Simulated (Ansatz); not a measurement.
# Cd: frozen-core PAW against all-electron methods

```
CELL_PARAMETERS angstrom
2.97887 0.00000 0.00000
-1.48944 2.57978 0.00000
0.00000 0.00000 5.61765
ATOMIC_POSITIONS crystal
Cd 0.33333 0.66667 0.25000
Cd 0.66667 0.33333 0.75000
```

Atom numbers follow the list: Cd1, Cd2.

The conventional cell has a = 2.979 Å, b = 2.979 Å, c = 5.618 Å, α = 90.00°, β = 90.00°, γ = 120.00°. Cd (atom 1) has 12 Cd at 2.98 to 3.29 Å as nearest neighbours.

The cell is COD entry 9008490, as deposited and not checked against the literature; nothing was relaxed.

Methods: DFT, LDA, PAW with Ansatz's default frozen-core files, scalar-relativistic (Ansatz 0.2.0); DFT, LDA, all-electron LAPW, scalar-relativistic (Ansatz 0.2.0).

For PAW: a Γ-centred 16×16×7 k mesh, Fermi–Dirac smearing of 0.05 eV, cutoff 420 eV, no spin polarisation; the PAW files were made with PBE, and the program remakes their frozen cores for this functional. LAPW targets a basis error of 1 meV/atom. The Ansatz runs share mesh, smearing and spin set-up. Plane-wave (PAW) pressures include the program's estimate of the Pulay term.

Stress and pressure are positive in compression.

Levels count from the Fermi level.

PAW results:

```
                      quantity     PAW
                pressure (GPa)   -4.42
               stress xx (GPa)   -4.84
               stress zz (GPa)   -3.57
highest filled level at A (eV)  -7.397
  lowest empty level at A (eV)   3.674
highest filled level at L (eV)  -1.545
  lowest empty level at L (eV)   0.017
```

Question: What does all-electron LAPW give for the same quantities?

Answer: 
```
                      quantity    LAPW
                pressure (GPa)   -4.42
               stress xx (GPa)   -4.84
               stress zz (GPa)   -3.56
highest filled level at A (eV)  -7.397
  lowest empty level at A (eV)   3.674
highest filled level at L (eV)  -1.546
  lowest empty level at L (eV)   0.018
```
